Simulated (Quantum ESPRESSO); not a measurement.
## Na under changes of volume

One of the cells (39.256 Å³/atom); the others are scaled copies at fixed shape and fractional positions:

```xyz
1
Lattice="-2.1410 2.1410 2.1410 2.1410 -2.1410 2.1410 2.1410 2.1410 -2.1410" Properties=species:S:1:pos:R:3 pbc="T T T"
Na    0.0000    0.0000    0.0000
```

* Program: Quantum ESPRESSO 7.5
* Functional: rev-vdW-DF2
* Potentials or basis: PseudoDojo 0.4.1 SR PBE standard
* Cutoff: 1197 eV
* Density cutoff: 4789 eV
* k mesh: 9 × 9 × 9
* Occupations: fermi-dirac, width 0.05 eV
* Spin: no spin polarisation

```csv
volume (Å³/atom),energy over the lowest point (meV/atom),pressure (GPa)
36.901,0.00,-0.2
37.686,1.29,-0.4
38.471,3.39,-0.5
39.256,6.23,-0.6
40.041,9.71,-0.8
40.827,13.75,-0.9
41.612,?,?
```

What does the run at 41.612 Å³/atom give?

Energy over the lowest point 18.27 meV/atom; pressure -1.0 GPa.

Worked out: A Birch-Murnaghan fit of order 3 (a polynomial in V^(-2/3)) to the other rows has its minimum at 36.24 Å³/atom, just outside them, with B0 = V·E''(V) = 9.8 GPa and B' = 4.8. It gives 18.29 meV/atom at 41.612 Å³/atom, against the run's 18.27, and -dE/dV = -1.0 GPa, against -1.0.

Energies are extrapolated to zero smearing.

Caveats: the potentials were made for another functional, which shifts forces and pressure.
